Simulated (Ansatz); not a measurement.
The system is BN.

```
CELL_PARAMETERS angstrom
2.50804 0.00000 0.00000
-1.24671 2.17623 0.00000
-0.63067 -1.08812 3.02254
ATOMIC_POSITIONS crystal
N 0.66851 0.33238 0.98500
B 0.97964 0.98350 0.00181
```

The cell comes from a database or a generator and needn't be the stable form of this composition.

* Program: Ansatz 0.2.0
* Task: relaxation of cell and atoms
* Functional: HSE06
* Potentials or basis: Ansatz PAW
* Cutoff: 420 eV (not typed: the program's choice for these potentials)
* k mesh: 7 × 7 × 5
* Occupations: fermi-dirac, width 0.05 eV
* Spin: no spin polarisation

At the start: volume 8.25 Å³/atom.

Q: Where does the relaxation end?

A: It ends after 30 steps and the volume is 10.91 Å³/atom (+32.3 %); space group Fmm2 (No. 42, to 0.05 Å).

Step by step:
```tsv
step	energy change (eV)	largest force (eV/Å)	volume (Å³)
1	0.0000	2.8121	16.50
2	-0.1055	1.7631	17.23
3	-0.1557	0.0922	17.79
4	-0.1571	0.0505	18.12
5	-0.1575	0.0005	18.05
6	-0.1734	0.0007	18.05
7	-0.1782	0.0004	18.66
8	-0.1779	0.0011	19.30
9	-0.1777	0.0008	19.36
10	-0.1865	0.0005	19.36
11	-0.1868	0.0034	19.85
12	-0.1840	0.0030	20.56
13	-0.1858	0.0017	20.23
14	-0.1858	0.0017	20.23
15	-0.1900	0.0017	20.23
16	-0.1895	0.0020	20.61
17	-0.1888	0.0013	20.83
18	-0.1888	0.0013	20.83
19	-0.1912	0.0013	20.83
20	-0.1905	0.0004	21.14
21	-0.1902	0.0002	21.24
22	-0.1917	0.0002	21.24
23	-0.1911	0.0005	21.46
24	-0.1910	0.0004	21.51
25	-0.1919	0.0004	21.51
26	-0.1914	0.0005	21.68
27	-0.1913	0.0002	21.71
28	-0.1919	0.0002	21.71
29	-0.1916	0.0012	21.83
30	-0.1920	0.0012	21.83
```

Final structure:
```cif
data_structure
_symmetry_space_group_name_H-M 'P 1'
_symmetry_Int_Tables_number 1
_cell_length_a 2.4952
_cell_length_b 2.4952
_cell_length_c 4.2356
_cell_angle_alpha 98.411
_cell_angle_beta 98.530
_cell_angle_gamma 119.991
_cell_volume 21.83
loop_
_atom_site_label
_atom_site_type_symbol
_atom_site_fract_x
_atom_site_fract_y
_atom_site_fract_z
_atom_site_occupancy
N1 N 0.65739 0.32462 0.99339 1
B1 B 0.99076 0.99127 0.99341 1
```

Caveat: the k mesh is coarse (spacing up to 0.44 Å⁻¹), so the values aren't converged, least of all with exact exchange; the volume moved by over 15 % at a fixed basis, so the end points are rough; the plane-wave basis is chosen anew once the cell has moved, so the energies of steps on either side of that aren't comparable; the pressure holds a Pulay correction of +0.4 GPa for the finite cutoff; the PAW data sets come from PBE, with cores solved anew for the run's functional, which leaves a small shift of forces and pressure.
